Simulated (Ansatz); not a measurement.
# BaTiO3: the cost of one run

Computed with Ansatz 0.2.0 (DFT PBE, scalar-relativistic, plane waves, PAW, unless a step's input says otherwise).

4 further runs of the same task are left out: 4 set aside as unsound or not needed. Runs told in other sessions of the task aren't counted.

### 1 The starting structure

It takes space group Pm-3m (No. 221, cubic). Conventional cell: a = 4.019 Å, b = 4.019 Å, c = 4.019 Å, α = 90.00°, β = 90.00°, γ = 90.00°. Around Ba (site symmetry m-3m) lie 12 O at 2.84 Å. Ti (site symmetry m-3m) has 6 O at 2.01 Å in its first shell of neighbours. O (site symmetry 4/mmm) is surrounded by 2 Ti at 2.01 Å and 4 Ba at 2.84 Å.

Coordinates:

```
CELL_PARAMETERS angstrom
0.00000 -4.01923 0.00000
0.00000 0.00000 -4.01928
12.05770 0.00000 0.00000
ATOMIC_POSITIONS crystal
Ba 0.00000 0.00000 0.00000
Ba 0.00000 0.00000 0.33333
Ba 0.00000 0.00000 0.66667
Ti 0.50000 0.50000 0.16667
Ti 0.50000 0.50000 0.50000
Ti 0.50000 0.50000 0.83333
O 0.50000 0.00000 0.16667
O 0.50000 0.00000 0.50000
O 0.50000 0.00000 0.83333
O 0.00000 0.50000 0.16667
O 0.00000 0.50000 0.50000
O 0.00000 0.50000 0.83333
O 0.50000 0.50000 0.33333
O 0.50000 0.50000 0.66667
O 0.50000 0.50000 0.00000
```

It is built from the cell relaxed beforehand with the same method (12.99 Å³/atom).

### 2 The reference cell

The cell is repeated 3 times, 15 atoms in all. The reference gives a free energy of -30478.6995 eV, pressure 0.00 GPa, largest force 0.000 eV/Å and gap on the mesh 1.83 eV. It was computed beforehand with the settings of the runs below.

### 3 Next: sliding across a plane

The cut lies on the cell's a–b face, a (1 0 0) plane of area 16.15 Å², between layers 2.01 Å apart (Ba, O below, O, Ti above); the cell is 12.1 Å thick. Vector c is tilted by f times 0·a + 1·b (length 4.019 Å) with the atoms' Cartesian places fixed: one unrelaxed fault per cell.

### 4 f = 0.200

input.yaml

```yaml
crystal:
  lattice:
    - [0.0, -4.0192318612, 0.0]
    - [0.0, 0.0, -4.0192813204]
    - [12.0576955837, 0.0, -0.8038562641]
  atoms:
    - { symbol: Ba, position: [0.0, -0.18333, 0.91665] }
    - { symbol: Ba, position: [0.0, -0.0499966667, 0.2499833333] }
    - { symbol: Ba, position: [0.0, -0.1166633333, 0.5833166667] }
    - { symbol: Ti, position: [0.5, 0.4833366667, 0.0833166667] }
    - { symbol: Ti, position: [0.5, 0.41667, 0.41665] }
    - { symbol: Ti, position: [0.5, 0.3500033333, 0.7499833333] }
    - { symbol: O, position: [0.5, 0.9833366667, 0.0833166667] }
    - { symbol: O, position: [0.5, 0.91667, 0.41665] }
    - { symbol: O, position: [0.5, 0.8500033333, 0.7499833333] }
    - { symbol: O, position: [1.0, 0.4833366667, 0.0833166667] }
    - { symbol: O, position: [1.0, 0.41667, 0.41665] }
    - { symbol: O, position: [1.0, 0.3500033333, 0.7499833333] }
    - { symbol: O, position: [0.5, 0.4500033333, 0.2499833333] }
    - { symbol: O, position: [0.5, 0.3833366667, 0.5833166667] }
    - { symbol: O, position: [0.5, 0.31667, 0.91665] }
basis:
  ecutwfc: 420
kpoints:
  mp_grid: { grid: [7, 7, 3] }
hamiltonian:
  xc: pbe
scf:
  occupations: { method: gaussian, width: 0.05 }
output:
  forces: true
  stress: true
  eigenvalues: true
```

Command:

```console
ansatz run input.yaml --threads 2 --pin off --max-ram 5120MiB --backend cpu --events-out ev --progress --plain --runs-dir out
```

What time and memory should one allow on 2 threads of Arm Neoverse V2, shared host?

About 30 s, with a peak of 0.76 GiB.
